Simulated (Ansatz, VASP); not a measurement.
**Two plane-wave programs on InSb**

INCAR

```
SYSTEM = InSb
PREC     = Accurate       ! precision mode
ENCUT    = 520            ! plane-wave cutoff, eV
EDIFF    = 1E-6           ! SCF threshold, eV
ISMEAR   = -1             ! smearing method
SIGMA    = 0.02           ! smearing width, eV
LREAL    = .FALSE.        ! projectors in reciprocal space
LASPH    = .TRUE.         ! aspherical terms in the spheres
NELM     = 60             ! most SCF steps
ALGO     = Normal         ! electronic algorithm
ISIF     = 2              ! what is computed and relaxed
LWAVE    = .FALSE.        ! write WAVECAR
LCHARG   = .FALSE.        ! write CHGCAR
GGA      = PE             ! functional
NBANDS   = 16             ! bands
```

The input KPOINTS:

```
Automatic mesh
0
G
  6 6 6
  0 0 0
```

File POSCAR:

```
InSb
1.0
    3.7689762345      0.0000000000      0.0000000000
    0.0000000000      3.7689762345      0.0000000000
    0.0000000000      0.0000000000      3.7689762345
In Sb
1 1
Direct
    0.0000000000      0.0000000000      0.0000000000
    0.5000000000      0.5000000000      0.5000000000
```

Input for Ansatz:

```yaml
crystal:
  lattice:
    - [3.7689762345, 0.0, 0.0]
    - [0.0, 3.7689762345, 0.0]
    - [0.0, 0.0, 3.7689762345]
  atoms:
    - { symbol: In, position: [0.0, 0.0, 0.0] }
    - { symbol: Sb, position: [0.5, 0.5, 0.5] }
kpoints:
  mp_grid: { grid: [6, 6, 6] }
hamiltonian:
  xc: pbe
scf:
  occupations: { method: fermi_dirac, width: 0.02 }
  n_extra_bands: 4
output:
  forces: true
  stress: true
  eigenvalues: true
  write_density: true
  write_potential: true
  elf: true
  volumetric_format: npy
```

The cell was built by a generator and needn't be a form met in nature.

Alike in both runs: task single point; functional PBE; k mesh 6 × 6 × 6; occupations fermi-dirac, width 0.02 eV; no spin polarisation.

```csv
,VASP,Ansatz
version,VASP 6.6.1,Ansatz 0.2.0
potentials or method,"VASP PAW PBE potentials, release 64 (In_d, Sb)","plane waves, PAW"
plane-wave cutoff (eV),520,420
valence electrons in the cell,18,28
```

Ansatz gave:

| Property | Result |
| --- | --- |
| pressure (GPa) | 1.1 |

What did VASP give for the same quantities?

Pressure (GPa): 1.0.

The two sets of potentials don't hold the same shells in valence.

The runs have no spin-orbit coupling, so splittings on Sb are missing.
